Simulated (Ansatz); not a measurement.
# W in Ansatz: the effect of functional

W:

```xyz
1
Lattice="0.0000 1.9886 1.9886 1.9886 0.0000 1.9886 1.9886 1.9886 0.0000" Properties=species:S:1:pos:R:3 pbc="T T T"
W     0.0000    0.0000    0.0000
```

This isn't the form of W at room conditions, which is bcc.

The cell isn't the ideal one: volume scaled by 0.94.

Alike in all runs:

| Quantity | Value |
| --- | --- |
| Program | Ansatz 0.2.0 |
| Task | single point |
| Potentials or basis | Ansatz PAW |
| k mesh | 11 × 11 × 11 |
| Occupations | fermi-dirac, width 0.05 eV |
| Spin | no spin polarisation |

One run gave: pressure 5.5 GPa. Which functional did it use?
A. LDA
B. PBEsol
C. r2SCAN

B.

```tsv
functional	cutoff	pressure (GPa)
LDA	420 eV (not typed: the program's choice for these potentials)	-0.2
PBEsol	420 eV (not typed: the program's choice for these potentials)	5.5
r2SCAN	500 eV (not typed: the program's choice for these potentials)	9.4
```

Caveats: the PAW data sets come from PBE, with cores solved anew for the run's functional, which leaves a small shift of forces and pressure.
